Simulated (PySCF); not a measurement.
Mapped SMILES: `[CH3:1][C:2](=[O:3])[OH:4]`; H(Xn) means a hydrogen on atom n.

PySCF 2.14.0 with density-fitted response routines calculation with GFN2-xTB geometry and NMR shieldings at PBE0/pcSseg-1/GIAO; non-relativistic, rapidly exchanging positions averaged, isolated molecule, one conformer.

δ = σ(ref) − σ, references computed at the same level: TMS for 13C and 1H; 17O vs H2O.

| atoms | nucleus | count | δ (ppm) |
| --- | --- | --- | --- |
| C2 | 13C | 1 | 174.7 |
| H(C1) | 1H | 3 | 2.11 |
| O3 | 17O | 1 | 455.9 |
| O4 | 17O | 1 | ? |
| H(O4) | 1H | 1 | ? |
| C1 | 13C | 1 | 21.3 |

Estimate the values marked ?.

## Answers


- H(O4): 5.97 ppm, hydrogen on an acid hydroxyl oxygen; exchangeable, gas-phase position
- O4: 210.7 ppm, acid hydroxyl oxygen

OH and NH positions are those of a molecule without intermolecular hydrogen bonds; in solution they move with solvent, concentration and temperature, and exchange usually removes their couplings. Shifts are as computed. Against solution values, carbons near 30 ppm lie about +3 ppm off and those near 130 ppm about +5 ppm. Of 1211 compounds with measured shifts, 218 miss one by over three times the rms of a fit or turn the order of signals round; such compounds aren't used in these exercises. In solution the two oxygens of a carboxylic acid exchange roles by proton transfer and give one 17O line. Hydrogen bonding in solution shields acid and N–H amide carbonyl oxygens by tens of ppm. The C=O carbon of an acid or of an amide with N–H lies up to 10 ppm further downfield in solution, through hydrogen bonding that the calculation lacks. Unscaled 17O shifts of doubly bonded oxygen tend to come out too high, by tens of ppm or more. Experimental scales use liquid or dissolved standards, which lie at an offset from isolated H2O (liquid H2O: subtract about 36 ppm).
